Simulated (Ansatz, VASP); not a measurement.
InP (d3) in VASP and in Ansatz

```
In P
1.0
     0.00000    2.93050    2.93050
     2.93050    0.00000    2.93050
     2.93050    2.93050    0.00000
In P
1 1
Direct
  0.00000 0.00000 0.00000
  0.25000 0.25000 0.25000
```

Alike in both runs: task relaxation of cell and atoms; functional PBE; dispersion D3(BJ); k mesh 8 × 8 × 8; occupations gaussian, width 0.02 eV; no spin polarisation.

```csv
,VASP,Ansatz
version,VASP 6.6.1,Ansatz 0.2.0
potentials or method,"VASP PAW PBE potentials, release 64 (In_d, P)","scalar-relativistic, plane waves, PAW"
plane-wave cutoff (eV),600,420
valence electrons in the cell,18,18
```

```csv
,VASP,Ansatz,Ansatz less VASP
"gap on the k mesh at the Fermi level, each at its own relaxed structure (eV)",0.62,0.62,+0.001
relaxed volume (Å³/atom),25.58,25.59,+0.011
relaxed cell length with the largest relative difference (Å),4.167,4.167,+0.0006
energy change over the relaxation (meV/atom),-1,-1,-0.1
```

Caveats: spin-orbit coupling is left out, which moves the levels of the heavy elements. Zero-point motion and thermal expansion aren't in these numbers. As with any semilocal functional, this PBE gap is likely too small.
